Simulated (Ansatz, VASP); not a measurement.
One calculation of InPd, two programs

Contents of INCAR:

```
SYSTEM = InPd
PREC = Accurate
ENCUT = 520
EDIFF = 1E-6
ISMEAR = -1
SIGMA = 0.05
LREAL = .FALSE.
LASPH = .TRUE.
NELM = 100
ALGO = Normal
ISIF = 2
LWAVE = .FALSE.
LCHARG = .TRUE.
GGA = PE
LELF = .TRUE.
LVHAR = .TRUE.
NBANDS = 18
```

File KPOINTS:

```
Automatic mesh
0
G
  8 8 8
  0 0 0
```

The input POSCAR:

```
InPd
1.0
    3.3360556752      0.0000000000      0.0000000000
    0.0000000000      3.3360556752      0.0000000000
    0.0000000000      0.0000000000      3.3360556752
In Pd
1 1
Direct
    0.0000000000      0.0000000000      0.0000000000
    0.5000000000      0.5000000000      0.5000000000
```

File input.yaml:

```yaml
crystal:
  lattice:
    - [3.3360556752, 0.0, 0.0]
    - [0.0, 3.3360556752, 0.0]
    - [0.0, 0.0, 3.3360556752]
  atoms:
    - { symbol: In, position: [0.0, 0.0, 0.0] }
    - { symbol: Pd, position: [0.5, 0.5, 0.5] }
kpoints:
  mp_grid: { grid: [8, 8, 8] }
scf:
  occupations: { method: fermi_dirac, width: 0.05 }
hamiltonian:
  xc: pbe
  pseudopotentials: { kind: all_electron, lapw: { basis_error: 0.0005 } }
output:
  forces: true
  stress: true
  eigenvalues: true
```

Change from the starting cell: volume scaled by 1.06.

Alike in both runs: task single point; functional PBE; k mesh 8 × 8 × 8; occupations fermi-dirac, width 0.05 eV; no spin polarisation.

```csv
,VASP,Ansatz
version,VASP 6.6.1,Ansatz 0.2.0
potentials or method,"VASP PAW PBE potentials, release 64 (In_d, Pd)","all-electron LAPW, scalar-relativistic"
plane-wave cutoff (eV),520,see its input
```

|  | VASP | Ansatz | Ansatz less VASP |
| --- | --- | --- | --- |
| gap on the k mesh at the Fermi level (eV) | none | none | - |
| pressure (GPa) | -3.1 | -3.1 | -0.02 |

A gap of «none» marks a metal or a gap that the smearing closes. Ansatz ran all-electron here, so the differences hold the error of VASP's frozen core and of both bases.
